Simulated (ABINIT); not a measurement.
Wanted: the native input for an ABINIT 10.8.3 (patched build) run.

- Task: relaxation of cell and atoms
- Functional: PBE
- Potentials or basis: JTH PAW PBE v2.0
- Cutoff: 599 eV
- k mesh: 8 × 8 × 8
- Occupations: fermi-dirac, width 0.05 eV
- Spin: no spin polarisation
- Target pressure: 20 GPa
- Cell freedom (optcell): 2
- Cutoff smearing ecutsm (Ha): 0.5
- Optimiser (ionmov): 2
- Force stop (Ha/bohr): 0.0002
- Fine-grid cutoff: 1197.3 eV

PbS (Galena):

```
Pb S
1.0
     0.00000    2.96575    2.96575
     2.96575    0.00000    2.96575
     2.96575    2.96575    0.00000
Pb S
1 1
Direct
  0.00000 0.00000 0.00000
  0.50000 0.50000 0.50000
```

One way to write it, as run:

run.abi

```
# Pseudopotentials
pp_dirpath "./"
pseudos "Pb.GGA_PBE-JTH.xml, S.GGA_PBE-JTH.xml"

# Structure
acell 7.9258966301 7.9258966301 7.9258966301
rprim
     0.0000000000     0.7071067812     0.7071067812
     0.7071067812     0.0000000000     0.7071067812
     0.7071067812     0.7071067812     0.0000000000
ntypat 2
znucl 82 16
natom 2
typat 1 2
xred
     0.0000000000     0.0000000000     0.0000000000
     0.5000000000     0.5000000000     0.5000000000
chkprim 0
chksymtnons 0
tolsym 1.0e-6

# Plane-wave basis
ecut 22.0
pawecutdg 44.0
pawxcdev 0

# k points
kptopt 1
ngkpt 8 8 8
nshiftk 1
shiftk 0.0 0.0 0.0

# Exchange and correlation
ixc 11

# Bands and occupations
nband 14
occopt 3
tsmear 0.00183747

# SCF cycle
nstep 100
tolvrs 1.0e-9

# Output
iomode 3
prtwf 0
prtden 0
prteig 0
prtebands 0
enunit 2

# Relaxation
ionmov 2
ntime 60
tolmxf 0.0002
optcell 2
dilatmx 1.08
ecutsm 0.5
strtarget 3*-6.797862e-04 3*0.0
```

Potentials or basis: JTH PAW PBE v2.0.

The run is started by

```console
$ abinit run.abi > log 2>&1
```

It gave:

```
Relaxed volume                                         : 21.49 Å³/atom
Relaxed cell                                           : a = 3.932 Å, b = 3.932 Å, c = 3.932 Å, α = 60.00°, β = 60.00°, γ = 60.00°
Space group after relaxing (to 0.05 Å)                 : Fm-3m (No. 225)
Energy change on relaxing (the enthalpy is what falls) : +281.1 meV/atom
Ionic steps                                            : 5
Pressure after relaxing                                : 20.0 GPa
Band gap on the k mesh                                 : 0.58 eV, direct
Valence electrons inside the program's atomic spheres  : Pb 11.42; S 3.61
```

Caveat: the volume moved by over 15 % at a fixed basis, so the end points are rough; spin-orbit coupling is left out, which as a rule narrows the gap of such compounds by several tenths of an eV.

Run time: 2.5 min on 1 thread of Arm Neoverse V2, on a shared host, peak memory 0.16 GiB.
